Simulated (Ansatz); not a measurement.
# Convergence notes, G0W0 on CaS (rocksalt)

CaS in the rocksalt structure, relaxed with r2SCAN; one-shot G0W0 in Ansatz without spin-orbit coupling. The values are computed, spin-unpolarised, and not measurements.

```yaml
crystal:
  lattice:
    - [0.00000, 2.84795, 2.84795]
    - [2.84795, 0.00000, 2.84795]
    - [2.84795, 2.84795, 0.00000]
  atoms:
    - { symbol: Ca, position: [0.00000, 0.00000, 0.00000] }
    - { symbol: S, position: [0.50000, 0.50000, 0.50000] }
```

Gaps are read over the mesh points alone. G0W0 values are finite-basis, finite-mesh values.

| start | potentials | frequency model | mesh | empty bands | screening cutoff (eV) | Kohn-Sham gap (eV) | G0W0 gap (eV) |
| --- | --- | --- | --- | --- | --- | --- | --- |
| PBE | PAW | contour deformation | 6×6×6 | 104 | 100 | 2.36 | 4.03 |
| PBE | PAW | contour deformation | 6×6×6 | 253 | 180 | 2.36 | 4.17 |
| PBE | PAW | contour deformation | 6×6×6 | 491 | 260 | 2.36 | 4.21 |
| HSE06 | PAW | contour deformation | 6×6×6 | 253 | 180 | 3.41 | 4.60 |
| r2SCAN | PAW | contour deformation | 6×6×6 | 253 | 180 | 2.80 | 4.43 |
| PBE0 | PAW | contour deformation | 6×6×6 | 253 | 180 | 4.11 | 4.81 |
| PBE | PAW | Godby-Needs pole | 6×6×6 | 253 | 180 | 2.36 | 4.14 |
| PBE | PAW | contour deformation | 8×8×8 | 75 | 80 | 2.36 | 3.97 |
| PBE | norm-conserving | contour deformation | 6×6×6 | 253 | 180 | 2.37 | 4.11 |

Over the mesh points the PBE gap of 2.36 eV becomes a quasiparticle gap of 4.21 eV (Γ to X), a change of +1.85 eV. Renormalisation factors Z lie between 0.75 and 0.80.

Raising bands and cutoff together moves the gap by +0.14 eV (100 to 180 eV), then +0.04 eV (180 to 260 eV); the last step is still large, so the basis limit isn't reached. Starting from HSE06 (3.41 eV against PBE's 2.36 eV) gives 4.60 eV, +0.43 eV from G0W0@PBE at the same screening cutoff. Starting from r2SCAN (2.80 eV against PBE's 2.36 eV) gives 4.43 eV, +0.26 eV from G0W0@PBE at the same screening cutoff. Starting from PBE0 (4.11 eV against PBE's 2.36 eV) gives 4.81 eV, +0.64 eV from G0W0@PBE at the same screening cutoff. The Godby-Needs plasmon pole differs from contour deformation by -0.03 eV. Norm-conserving potentials (wave cutoff 925 eV against 420 eV) shift the quasiparticle gap by -0.06 eV and the PBE gap by +0.01 eV. r2SCAN runs take a wave cutoff of 500 eV.
